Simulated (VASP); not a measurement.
Here is a VASP 6.6.1 calculation.

run.py

```python
from ase.calculators.vasp import Vasp
from ase.dft.bandgap import bandgap
from ase.io import read

atoms = read('MgS.xyz')
calc = Vasp(
    directory='calc',
    xc='lda',
    pp='LDA',
    setups='minimal',
    prec='Accurate',
    encut=500,
    ediff=1e-06,
    ismear=0,
    sigma=0.05,
    lreal=False,
    lasph=True,
    nelm=80,
    algo='Normal',
    isif=2,
    lwave=False,
    lcharg=False,
    kpts=[8, 8, 8],
    gamma=True,
)
atoms.calc = calc

print('energy (eV):', atoms.get_potential_energy())
print('free energy (eV):', atoms.get_potential_energy(force_consistent=True))
print('forces (eV/A):')
print(atoms.get_forces())
print('stress (eV/A^3, Voigt):', atoms.get_stress())
print('Fermi level (eV):', calc.get_fermi_level())
gap, top, bottom = bandgap(calc)
print('band gap (eV):', gap, 'from (spin, k, band)', top, 'to', bottom)
```

MgS.xyz

```xyz
2
Lattice="0.0000000000 2.8331200468 2.8331200468 2.8331200468 0.0000000000 2.8331200468 2.8331200468 2.8331200468 0.0000000000" Properties=species:S:1:pos:R:3 pbc="T T T"
S      1.4165600234      1.4165600234      1.4165600234
Mg     0.0000000000      0.0000000000      0.0000000000
```

Potentials or basis: VASP PAW LDA potentials, release 64 (S, Mg).

Run with:

```bash
$ python run.py
```

Problem. What does it give for the pressure?

Solution. -2.5 GPa.

Problem. Predict the band gap on the k mesh.

Solution. 3.18 eV, direct.

A k mesh can miss the band edges. As with any semilocal functional, this LDA gap is likely too small.
